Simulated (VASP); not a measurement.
A run of VASP 6.6.1 is set up as follows.

File INCAR:

```
PREC = Accurate
ENCUT = 520
EDIFF = 1E-7
ISMEAR = 0
SIGMA = 0.02
LREAL = F
LASPH = T
NELM = 100
ALGO = Normal
ISIF = 3
LWAVE = F
LCHARG = F
GGA = PE
IBRION = 2
NSW = 80
EDIFFG = -0.002
KPAR = 4
```

The input KPOINTS:

```
regular mesh
0
Gamma
  8 8 8
```

File POSCAR:

```
CdTe                                    
1.0
    0.0000000000      3.3119121395      3.3119121395
    3.3119121395      0.0000000000      3.3119121395
    3.3119121395      3.3119121395      0.0000000000
  Cd              Te            
     1     1
Direct
     0.0000000000000000    0.0000000000000000    0.0000000000000000
     0.2500000000000000    0.2500000000000000    0.2500000000000000
```

Potentials or basis: VASP PAW PBE potentials, release 64 (Cd, Te).

Launch:

```sh
$ cat potpaw_PBE.64/Cd/POTCAR potpaw_PBE.64/Te/POTCAR > POTCAR
$ mpirun -np 4 vasp_std > vasp.out
```

(1) Estimate the band gap on the k mesh.

(2) Predict the space group after relaxing (to 0.05 Å).

(3) Estimate the relaxed cell.

(4) What does it give for the relaxed volume?

Results:

(1) 0.57 eV, direct.

(2) F-43m (No. 216).

(3) a = 4.685 Å, b = 4.685 Å, c = 4.685 Å, α = 60.00°, β = 60.00°, γ = 60.00°.

(4) 36.35 Å³/atom.

Caveat: spin-orbit coupling is left out, which moves the levels of the heavy elements.
